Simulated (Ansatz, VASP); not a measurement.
**AlN in VASP and in Ansatz**

```
CELL_PARAMETERS angstrom
0.00000 1.93811 2.09007
1.93811 0.00000 2.09007
1.93811 1.93811 0.00000
ATOMIC_POSITIONS crystal
Al 0.00000 0.00000 0.00000
N 0.50000 0.50000 0.50000
```

Change from the starting cell: epitaxial_xy strain -4.0%.

Alike in both runs: task single point; functional r2SCAN; k mesh 10 × 10 × 10; no spin polarisation.

|  | VASP | Ansatz |
| --- | --- | --- |
| version | VASP 6.6.1 | Ansatz 0.2.0 |
| potentials or method | VASP PAW PBE potentials, release 64 (Al, N) | plane waves, PAW |
| plane-wave cutoff (eV) | 520 | 500 |
| occupations | gaussian, width 0.01 eV | fixed |
| valence electrons in the cell | 8 | 8 |

VASP gave:

| Property | Result |
| --- | --- |
| gap on the k mesh at the Fermi level (eV) | 5.41 |
| pressure (GPa) | 16.6 |
| largest component of the traceless stress (GPa) | 17.63 |

Q: Which values does Ansatz return?

A: gap on the k mesh at the Fermi level (eV): 5.45; pressure (GPa): 17.4; largest component of the traceless stress (GPa): 17.36.

Caveats: so large a pressure means that the cell lies far from this level's equilibrium, or that cutoff or potentials fall short (VASP); the potentials were made for another functional, which shifts forces and pressure (VASP). A k mesh can miss the band edges.
